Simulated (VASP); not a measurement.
# Sb (I4/mmm) in VASP: single point with PBEsol

Aim: the single point of Sb with PBEsol.

All numbers are computed with VASP 6.6.1; they aren't measurements. Logs are shortened: lines on timing, memory, paths and dates and some standing lists are left out, and cuts for length are marked.

### Step 1. The crystal as given

Symmetry: I4/mmm, No. 139, tetragonal system. Conventional cell: a = 3.153 Å, b = 3.153 Å, c = 5.424 Å, α = 90.00°, β = 90.00°, γ = 90.00°. Sb (site symmetry 4/mmm) is surrounded by 12 Sb at 3.15 to 3.51 Å.

This isn't the form of Sb at room conditions, which is rhombohedral.

### Step 2. Single point, PBEsol

The input, INCAR:

```
SYSTEM = Sb
ALGO = Fast ; EDIFF = 1E-6
ENCUT = 520 ; GGA = PS
ISIF = 2 ; ISMEAR = -1
LASPH = .True. ; LCHARG = .True.
LELF = .True. ; LREAL = .False.
LVHAR = .True. ; LWAVE = .False.
NBANDS = 8 ; NELM = 100
PREC = Accurate ; SIGMA = 0.1
```

The input, KPOINTS:

```
k-points
0
Gamma
  10 10 10
  0 0 0
```

The input, POSCAR:

```
Sb
1.0
   -1.5765401800      1.5765401800      2.7119384300
    1.5765401800     -1.5765401800      2.7119384300
    1.5765401800      1.5765401800     -2.7119384300
Sb
1
Direct
    0.0000000000      0.0000000000      0.0000000000
```

Potentials or basis: VASP PAW PBE potentials, release 64 (Sb).

On the command line:

```console
> cat potpaw_PBE.64/Sb/POTCAR > POTCAR
> mpirun -np 1 vasp_std > vasp.out
```

OUTCAR:

```text
SYSTEM = Sb
   EDIFF = 1E-6
   ENCUT = 520
   GGA = PS
   ISIF = 2
   ISMEAR = -1
   LASPH = .True.
   LREAL = .False.
   NELM = 100
   PREC = Accurate

 ion  position               nearest neighbor table
   1  0.000  0.000  0.000-

  LATTYP: Found a body centered tetragonal cell.
 ALAT       =     3.1530803600
 C/A-ratio  =     1.7201835160

  Lattice vectors:

 A1 = (  -1.5765401800,   1.5765401800,   2.7119384300)
 A2 = (   1.5765401800,  -1.5765401800,   2.7119384300)
 A3 = (   1.5765401800,   1.5765401800,  -2.7119384300)

Analysis of symmetry for initial positions (statically):
=====================================================================
 Subroutine PRICEL returns:
 Original cell was already a primitive cell.

 Routine SETGRP: Setting up the symmetry group for a
 body centered tetragonal supercell.

 Subroutine GETGRP returns: Found 16 space group operations
 (whereof 16 operations were pure point group operations)
 out of a pool of 16 trial point group operations.

The static configuration has the point symmetry D_4h.

Analysis of symmetry for dynamics (positions and initial velocities):
=====================================================================
 Subroutine PRICEL returns:
 Original cell was already a primitive cell.

 Routine SETGRP: Setting up the symmetry group for a
 body centered tetragonal supercell.

 Subroutine GETGRP returns: Found 16 space group operations
 (whereof 16 operations were pure point group operations)
 out of a pool of 16 trial point group operations.

The dynamic configuration has the point symmetry D_4h.

 Subroutine INISYM returns: Found 16 space group operations
 (whereof 16 operations are pure point group operations),
 and found     1 'primitive' translations

----------------------------------------------------------------------------------------

                                     Primitive cell

  volume of cell :      26.9619

  direct lattice vectors                    reciprocal lattice vectors
    -1.576540180  1.576540180  2.711938430     0.000000000  0.317150179  0.184369967
     1.576540180 -1.576540180  2.711938430     0.317150179  0.000000000  0.184369967
     1.576540180  1.576540180 -2.711938430     0.317150179  0.317150179  0.000000000

  length of vectors
     3.510778820  3.510778820  3.510778820     0.366846727  0.366846727  0.448518084

  position of ions in fractional coordinates (direct lattice)
     0.000000000  0.000000000  0.000000000

  ion indices of the primitive-cell ions
   primitive index   ion index
                 1           1

----------------------------------------------------------------------------------------

 KPOINTS: k-points

Automatic generation of k-mesh.
 Grid dimensions read from file:
 generate k-points for:   10   10   10

 Generating k-lattice:

  Cartesian coordinates                     Fractional coordinates (reciprocal lattice)
     0.000000000  0.031715018  0.018436997     0.100000000 -0.000000000  0.000000000
     0.031715018  0.000000000  0.018436997    -0.000000000  0.100000000  0.000000000
     0.031715018  0.031715018  0.000000000     0.000000000  0.000000000  0.100000000

  Length of vectors
     0.036684673  0.036684673  0.044851808

  Shift w.r.t. Gamma in fractional coordinates (k-lattice)
     0.000000000  0.000000000  0.000000000

 Subroutine IBZKPT returns following result:
 ===========================================

 Found    102 irreducible k-points:

 Following reciprocal coordinates:
            Coordinates               Weight
  0.000000  0.000000  0.000000      1.000000
  0.100000  0.000000 -0.000000      8.000000
  0.200000  0.000000 -0.000000      8.000000
  0.300000  0.000000  0.000000      8.000000
  0.400000  0.000000  0.000000      8.000000
  0.500000  0.000000  0.000000      4.000000
[... 16 lines left out ...]
  0.300000  0.300000  0.000000      8.000000
  0.400000  0.300000  0.000000     16.000000
 [... further k-points ...]
   k-points           NKPTS =    102   k-points in BZ     NKDIM =    102   number of bands    NBANDS=      8
   number of dos      NEDOS =    301   number of ions     NIONS =      1
   total plane-waves  NPLWV =  21952
   dimension x,y,z NGX =    28 NGY =   28 NGZ =   28
   dimension x,y,z NGXF=    56 NGYF=   56 NGZF=   56
   ions per type =               1
   NGX,Y,Z   is equivalent  to a cutoff of  13.26, 13.26, 13.26 a.u.
   NGXF,Y,Z  is equivalent  to a cutoff of  26.52, 26.52, 26.52 a.u.
 SYSTEM =  Sb
   PREC   = accura    normal or accurate (medium, high low for compatibility)
   ISTART =      0    job   : 0-new  1-cont  2-samecut
   ICHARG =      2    charge: 1-file 2-atom 10-const
   ISPIN  =      1    spin polarized calculation?
   LNONCOLLINEAR =      F non collinear calculations
   LSORBIT =      F    spin-orbit coupling
   LASPH  =      T    aspherical Exc in radial PAW
   ENCUT  =  520.0 eV  38.22 Ry    6.18 a.u.   6.53  6.53  6.53*2*pi/ulx,y,z
   NELM   =    100;   NELMIN=  2; NELMDL= -5     # of ELM steps
   EDIFF  = 0.1E-05   stopping-criterion for ELM
   LREAL  =      F    real-space projection
   EDIFFG = 0.1E-04   stopping-criterion for IOM
   NSW    =      0    number of steps for IOM
   IBRION =     -1    ionic relax: 0-MD 1-quasi-New 2-CG
   NFREE  =      0    steps in history (QN), initial steepest desc. (CG)
   ISIF   =      2    stress and relaxation
   ISYM   =      2    0-nonsym 1-usesym 2-fastsym
   POTIM  = 0.5000    time-step for ionic-motion
   TEBEG  =    0.0;   TEEND  =   0.0 temperature during run
   PSTRESS=    0.0 pullay stress
   NELECT =       5.0000    total number of electrons
   NUPDOWN=      -1.0000    fix difference up-down
   EMIN   =  10.00;   EMAX   =-10.00  energy-range for DOS
   EFERMI =   0.00;   METHOD = LEGACY
   ISMEAR =    -1;   SIGMA  =   0.10  broadening in eV -4-tet -1-fermi 0-gaus
   EFERMI_NEDOS =   21; number of points for ismear=-14 and -15
   IALGO  =     68    algorithm
   IMIX   =      4    mixing-type and parameters
     AMIX     =   0.40;   BMIX     =  1.00
     AMIX_MAG =   1.60;   BMIX_MAG =  1.00
  volume/ion in A,a.u.               =      26.96       181.95
  Fermi-wavevector in a.u.,A,eV,Ry     =   0.933573  1.764197 11.858269  0.871558
  Thomas-Fermi vector in A             =   2.060288
   LORBIT       =      0    0 simple, 1 ext, 2 COOP (PROOUT), +10 PAW based schemes
   GGA     = PS    functional components
   LHFCALC =     F    Hartree Fock is set to
   AEXX    =    0.0000 exact exchange contribution
   IVDW    =     0    specifies the selected vdW correction
   LEPSILON=     F    determine dielectric tensor
   LRPA    =     F    only Hartree local field effects (RPA)
 non-spin polarized calculation
 RMM-DIIS sequential band-by-band and
  energy-cutoff  :      520.00
  volume of cell :       26.96
 maximum number of plane-waves:       747
 NGX is ok and might be reduce to    28
   NGX = 13   NGY = 13   NGZ = 13

 number of electron       5.0000000 magnetization

 Free energy of the ion-electron system (eV)
  ---------------------------------------------------
  ext. energy  EPLUGINS =         0.00000000
  ---------------------------------------------------
  free energy    TOTEN  =        -4.32869454 eV

  energy without entropy =       -4.31144600  energy(sigma->0) =       -4.32007027

 E-fermi :   8.3434     XC(G=0): -10.3164

 val. band max:        8.3274175278   @ k =   0.3000   0.2000   0.0000
 cond. band min:       8.3792869856   @ k =   0.3000   0.2000   0.2000
 fundamental gap:      0.0518694578
 Fermi energy:         8.3434286290

 k-point     1 :       0.0000    0.0000    0.0000
  band No.  band energies     occupation
      1      -4.5925      2.00000
      2      13.0058      0.00000
      3      13.8019      0.00000
      4      13.8019      0.00000
      5      17.7842      0.00000
      6      19.0167      0.00000
      7      19.0323      0.00000
      8      19.1254      0.00000

 k-point     2 :       0.1000    0.0000   -0.0000
  band No.  band energies     occupation
      1      -4.3919      2.00000
      2      11.9292      0.00000
      3      12.7662      0.00000
      4      13.7598      0.00000
      5      17.2717      0.00000
      6      18.0903      0.00000
      7      19.0893      0.00000
      8      19.4478      0.00000

 k-point     3 :       0.2000    0.0000   -0.0000
  band No.  band energies     occupation
      1      -3.7948      2.00000
      2       9.0732      0.00135
      3      11.7908      0.00000
      4      13.6892      0.00000
      5      16.0219      0.00000
      6      17.8240      0.00000
      7      20.2397      0.00000
      8      20.4085      0.00000

 k-point     4 :       0.3000    0.0000    0.0000
  band No.  band energies     occupation
      1      -2.8253      2.00000
      2       6.2108      2.00000
      3      10.9223      0.00000
      4      13.6709      0.00000
      5      15.1576      0.00000
      6      17.7817      0.00000
      7      20.2200      0.00000
      8      20.9196      0.00000

 k-point     5 :       0.4000    0.0000    0.0000
  band No.  band energies     occupation
      1      -1.5926      2.00000
      2       3.7841      2.00000
      3      10.3425      0.00000
      4      13.7102      0.00000
      5      14.6498      0.00000
      6      18.0678      0.00000
      7      19.4406      0.00000
      8      19.6813      0.00000
[... 177 lines left out ...]
 k-point    22 :      -0.2000    0.2000    0.0000
  band No.  band energies     occupation
      1      -3.3887      2.00000
      2      10.3862      0.00000
      3      10.6925      0.00000
      4      11.2551      0.00000
      5      14.9978      0.00000
      6      17.5000      0.00000
      7      18.8033      0.00000
      8      20.1471      0.00000

 k-point    23 :       0.3000    0.3000    0.0000
  band No.  band energies     occupation
      1      -0.4176      2.00000
      2       5.8031      2.00000
      3       6.1349      2.00000
      4       9.4678      0.00003
      5      14.6131      0.00000
      6      19.3361      0.00000
      7      19.3372      0.00000
      8      22.0299      0.00000

 k-point    24 :       0.4000    0.3000    0.0000
  band No.  band energies     occupation
      1       0.5881      2.00000
      2       4.3060      2.00000
      3       6.6428      2.00000
      4       9.0060      0.00265
      5      13.6757      0.00000
      6      18.4396      0.00000
      7      19.6584      0.00000
      8      21.8377      0.00000

 [... further k-points ...]

------------------------ aborting loop because EDIFF is reached ----------------------------------------

  FORCE on cell =-STRESS in cart. coord.  units (eV):
  Direction    XX          YY          ZZ          XY          YZ          ZX
  --------------------------------------------------------------------------------------
  -------------------------------------------------------------------------------------
  Total       -0.1695873     -0.1695873     -0.1843744      0.0000000     -0.0000000      0.0000000
  in kB      -10.0775290    -10.0775290    -10.9562353      0.0000000     -0.0000000      0.0000000
  external PRESSURE =     -10.3704311 kB  Pullay stress =       0.0000000 kB

 VOLUME and BASIS-vectors are now :
 -----------------------------------------------------------------------------
  energy-cutoff  :      520.00
  volume of cell :       26.96
      direct lattice vectors                 reciprocal lattice vectors
    -1.576540180  1.576540180  2.711938430     0.000000000  0.317150179  0.184369967
     1.576540180 -1.576540180  2.711938430     0.317150179  0.000000000  0.184369967
     1.576540180  1.576540180 -2.711938430     0.317150179  0.317150179  0.000000000

 POSITION                                       TOTAL-FORCE (eV/Angst)
 -----------------------------------------------------------------------------------
      0.00000      0.00000      0.00000         0.000000     -0.000000      0.000000
 -----------------------------------------------------------------------------------
    total drift:                                0.000000      0.000000      0.000000

  FREE ENERGIE OF THE ION-ELECTRON SYSTEM (eV)
  ---------------------------------------------------
  free  energy   TOTEN  =        -4.3286945388 eV

  energy  without entropy=       -4.3114460003  energy(sigma->0) =       -4.32007027
```

It took 18 s on 1 thread of Intel Xeon Platinum 8559C (Emerald Rapids), shared host; peak memory 0.16 GiB.

Results:

```yaml
Free_energy: -4.3287 eV
Pressure: -1.0 GPa
Band_gap_on_the_k_mesh: none (metal or under the smearing width)
```

Caveat: the PAW data sets were made with another functional, which shifts forces and pressure a little. The run has no spin-orbit coupling, so splittings on Sb are missing.
